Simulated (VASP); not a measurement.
# GaSe (P6_3/mmc) in VASP: a series of runs, part 3 of 3

VASP 6.6.1. The steps go on from the part before.

**6. Band structure, HSE06**

File POSCAR:

```
GaSe                                    
1.0
    3.7709714895     -0.0000000000      0.0000000000
   -1.8854857447      3.2657571068     -0.0000000000
    0.0000000000      0.0000000000     15.9666906441
  Ga              Se            
     4     4
Direct
     0.3333333332999970    0.6666666667000030    0.1734622962948735
     0.6666666667000030    0.3333333332999970    0.6734622962948734
     0.3333333332999970    0.6666666667000030    0.3265377037051265
     0.6666666667000030    0.3333333332999970    0.8265377037051266
     0.3333333332999970    0.6666666667000030    0.5995067271578944
     0.6666666667000030    0.3333333332999970    0.0995067271578945
     0.3333333332999970    0.6666666667000030    0.9004932728421056
     0.6666666667000030    0.3333333332999970    0.4004932728421055
```

File INCAR.step1:

```
SYSTEM = GaSe
PREC     = Accurate       ! precision mode
ENCUT    = 520            ! plane-wave cutoff, eV
EDIFF    = 1E-5           ! SCF threshold, eV
ISMEAR   = 0              ! smearing method
SIGMA    = 0.03           ! smearing width, eV
LREAL    = .False.        ! projectors in reciprocal space
LASPH    = .True.         ! aspherical terms in the spheres
NELM     = 80             ! most SCF steps
ALGO     = Normal         ! electronic algorithm
ISIF     = 2              ! what is computed and relaxed
LWAVE    = .True.         ! write WAVECAR
LCHARG   = .False.        ! write CHGCAR
NBANDS   = 48             ! bands
KPAR     = 4            
GGA      = PE             ! functional
```

File INCAR.step2:

```
SYSTEM = GaSe
PREC     = Accurate       ! precision mode
ENCUT    = 520            ! plane-wave cutoff, eV
EDIFF    = 1E-6           ! SCF threshold, eV
ISMEAR   = 0              ! smearing method
SIGMA    = 0.03           ! smearing width, eV
LREAL    = .False.        ! projectors in reciprocal space
LASPH    = .True.         ! aspherical terms in the spheres
NELM     = 80             ! most SCF steps
ALGO     = Normal         ! electronic algorithm
ISIF     = 2              ! what is computed and relaxed
LWAVE    = .False.        ! write WAVECAR
LCHARG   = .False.        ! write CHGCAR
GGA      = PE             ! functional
LHFCALC  = .True.         ! exact exchange
HFSCREEN = 0.2            ! screening, 1/A
PRECFOCK = Fast         
NBANDS   = 48             ! bands
KPAR     = 4            
ISTART   = 1
```

File KPOINTS:

```
Automatic mesh
0
Gamma
  6 6 1
  0 0 0
```

File KPOINTS_OPT:

```
explicit points
6
Reciprocal
 0.0000000000  0.0000000000  0.0000000000 1
 0.0000000000  0.0000000000  0.5000000000 1
 0.3333333333  0.3333333333  0.5000000000 1
 0.3333333333  0.3333333333  0.0000000000 1
 0.5000000000  0.0000000000  0.5000000000 1
 0.5000000000  0.0000000000  0.0000000000 1
```

Potentials or basis: VASP PAW PBE potentials, release 64 (Ga_d, Se).

Launch:

```bash
cat potpaw_PBE.64/Ga_d/POTCAR potpaw_PBE.64/Se/POTCAR > POTCAR
cp INCAR.step1 INCAR
mpirun -np 4 vasp_std > vasp.out
cp INCAR.step2 INCAR
mpirun -np 4 vasp_std > vasp.out
```

OUTCAR:

```text
SYSTEM = GaSe
   PREC = Accurate
   ENCUT = 520
   EDIFF = 1E-6
   ISMEAR = 0
   LREAL = .False.
   LASPH = .True.
   NELM = 80
   ISIF = 2
   GGA = PE
   LHFCALC = .True.
   HFSCREEN = 0.2
   PRECFOCK = Fast
   ISTART = 1

 ion  position               nearest neighbor table
   1  0.333  0.667  0.173-   3 2.44   6 2.48   6 2.48   6 2.48
   2  0.667  0.333  0.673-   4 2.44   5 2.48   5 2.48   5 2.48
   3  0.333  0.667  0.327-   1 2.44   8 2.48   8 2.48   8 2.48
   4  0.667  0.333  0.827-   2 2.44   7 2.48   7 2.48   7 2.48
   5  0.333  0.667  0.600-   2 2.48   2 2.48   2 2.48
   6  0.667  0.333  0.100-   1 2.48   1 2.48   1 2.48
   7  0.333  0.667  0.900-   4 2.48   4 2.48   4 2.48
   8  0.667  0.333  0.400-   3 2.48   3 2.48   3 2.48

  LATTYP: Found a hexagonal cell.
 ALAT       =     3.7709714895
 C/A-ratio  =     4.2341053727

  Lattice vectors:

 A1 = (   3.7709714895,   0.0000000000,   0.0000000000)
 A2 = (  -1.8854857447,   3.2657571068,   0.0000000000)
 A3 = (   0.0000000000,   0.0000000000,  15.9666906441)

Analysis of symmetry for initial positions (statically):
[... 184 lines left out ...]
 Fermi energy:         3.0778633594

 k-point     1 :       0.0000    0.0000    0.0000
  band No.  band energies     occupation
      1     -14.8155      2.00000
      2     -14.8154      2.00000
      3     -14.7111      2.00000
      4     -14.7111      2.00000
      5     -14.7110      2.00000
      6     -14.7110      2.00000
[... 346 lines left out ...]
     47      10.1598      0.00000
     48      10.1598      0.00000

------------------------ aborting loop because EDIFF is reached ----------------------------------------

  FORCE on cell =-STRESS in cart. coord.  units (eV):
  Direction    XX          YY          ZZ          XY          YZ          ZX
  --------------------------------------------------------------------------------------
  -------------------------------------------------------------------------------------
  Total       -0.1860012     -0.1860012      0.5965276     -0.0000000      0.0000000     -0.0000000
  in kB       -1.5155638     -1.5155638      4.8605912     -0.0000000      0.0000000     -0.0000000
  external PRESSURE =       0.6098212 kB  Pullay stress =       0.0000000 kB

 VOLUME and BASIS-vectors are now :
 -----------------------------------------------------------------------------
  energy-cutoff  :      520.00
  volume of cell :      196.63
      direct lattice vectors                 reciprocal lattice vectors
     3.770971489  0.000000000  0.000000000     0.265183654  0.153103854  0.000000000
    -1.885485745  3.265757107  0.000000000     0.000000000  0.306207708  0.000000000
     0.000000000  0.000000000 15.966690644     0.000000000  0.000000000  0.062630386

 POSITION                                       TOTAL-FORCE (eV/Angst)
 -----------------------------------------------------------------------------------
     -0.00000      2.17717      2.76962         0.000000     -0.000000     -0.249820
      1.88549      1.08859     10.75296        -0.000000      0.000000     -0.249820
     -0.00000      2.17717      5.21373         0.000000      0.000000      0.249820
      1.88549      1.08859     13.19707         0.000000      0.000000      0.249820
     -0.00000      2.17717      9.57214        -0.000000     -0.000000      0.351539
      1.88549      1.08859      1.58879         0.000000      0.000000      0.351539
     -0.00000      2.17717     14.37790         0.000000     -0.000000     -0.351539
      1.88549      1.08859      6.39455         0.000000      0.000000     -0.351539
 -----------------------------------------------------------------------------------
    total drift:                               -0.000001      0.000008     -0.000001

  FREE ENERGIE OF THE ION-ELECTRON SYSTEM (eV)
  ---------------------------------------------------
  free  energy   TOTEN  =       -36.6117176626 eV

  energy  without entropy=      -36.6117176626  energy(sigma->0) =      -36.61171766
```

OSZICAR.step1:

```text
N       E                     dE             d eps       ncg     rms          rms(c)
DAV:   1     0.734446599701E+03    0.73445E+03   -0.34395E+04   744   0.223E+03
DAV:   2     0.936844961054E+02   -0.64076E+03   -0.61189E+03   728   0.626E+02
DAV:   3    -0.223043070573E+02   -0.11599E+03   -0.11243E+03   792   0.177E+02
DAV:   4    -0.305120252587E+02   -0.82077E+01   -0.81532E+01   864   0.494E+01
DAV:   5    -0.306874119968E+02   -0.17539E+00   -0.17525E+00   768   0.745E+00    0.749E+00
DAV:   6    -0.302475778145E+02    0.43983E+00   -0.70157E-01   952   0.125E+01    0.458E+00
DAV:   7    -0.301841752582E+02    0.63403E-01   -0.62599E-01   752   0.369E+00    0.746E-01
DAV:   8    -0.301873099904E+02   -0.31347E-02   -0.89330E-02   776   0.277E+00    0.427E-01
DAV:   9    -0.301892591402E+02   -0.19491E-02   -0.13132E-02   752   0.984E-01    0.169E-01
DAV:  10    -0.301892845324E+02   -0.25392E-04   -0.22431E-03   792   0.323E-01    0.736E-02
DAV:  11    -0.301895037197E+02   -0.21919E-03   -0.56286E-04   800   0.116E-01    0.263E-02
DAV:  12    -0.301895331490E+02   -0.29429E-04   -0.80130E-05   688   0.770E-02    0.241E-02
DAV:  13    -0.301895367003E+02   -0.35513E-05   -0.17286E-05   608   0.267E-02
   1 F= -.30189537E+02 E0= -.30189537E+02  d E =-.109053E-13
```

It took 49 min on 4 MPI ranks of Intel Xeon Platinum 8488C (Sapphire Rapids), shared host; peak memory 0.53 GiB.

What came out:

```
Free energy             : -36.6117 eV
Pressure                : 0.1 GPa
Largest force           : 0.352 eV/Å
Band gap on the k mesh  : 1.75 eV, direct
Band gap along the path : 1.75 eV, direct
```

Forces on the atoms (eV/Å):
```
Ga   0.000  0.000 -0.250
Ga   0.000  0.000 -0.250
Ga   0.000  0.000  0.250
Ga   0.000  0.000  0.250
Se   0.000  0.000  0.352
Se   0.000  0.000  0.352
Se   0.000  0.000 -0.352
Se   0.000  0.000 -0.352
```

Caveat: the PAW data sets were made with another functional, which shifts forces and pressure a little; this functional lacks dispersion, which binds the layers, so the pressure and a relaxed spacing across them are unreliable.

**7. Overview**

```tsv
task	level	potentials or basis	k mesh	cutoff (eV)	smearing	monkhorst-Pack mesh	GW scheme	GW iterations	cutoff of the response function	frequency points	mesh quality	gap on the mesh (eV)	pressure (GPa)	largest force (eV/Å)
dielectric tensor	PBE	VASP PAW PBE potentials, release 64 (Ga_d, Se)	12 × 12 × 3	520	gaussian 0.03 eV	no	-	-	-	-	not flagged	0.85	-	-
optical spectrum	PBE	VASP PAW PBE potentials, release 64 (Ga_d, Se)	12 × 12 × 2	520	gaussian 0.03 eV	-	-	-	-	-	not flagged	0.85	2.0	0.01
G0W0 quasiparticle levels	PBE	VASP PAW PBE potentials, release 64 (Ga_d_GW, Se_GW)	3 × 3 × 1	500	gaussian 0.01 eV	-	G0W0	1	150	48	coarse	-	-	-
band structure	PBE	VASP PAW PBE potentials, release 64 (Ga_d, Se)	6 × 6 × 1	520	gaussian 0.03 eV	-	-	-	-	-	not flagged	0.85	2.1	0.03
band structure	HSE06	VASP PAW PBE potentials, release 64 (Ga_d, Se)	6 × 6 × 1	520	gaussian 0.03 eV	-	-	-	-	-	not flagged	1.75	0.1	0.35
```

Alike in all rows: no spin polarisation; cell as given.

Caveats: some runs use coarse meshes; this functional lacks dispersion, which binds the layers, so the pressure and a relaxed spacing across them are unreliable; an odd mesh through Γ misses points on the zone boundary, where band edges often lie (some runs); independent-particle spectra lack excitons (some runs); the cutoff is under 1.25 times the usual one of these potentials, so pressure, stress and relaxed cells hold a basis-set (Pulay) error (some runs); bands, screening cutoff and mesh are small and nothing is extrapolated, so the quasiparticle values aren't converged (some runs); the PAW data sets were made with another functional, which shifts forces and pressure a little (some runs).

Total energies depend on the potentials used, so only differences within one code and one set of settings carry meaning.
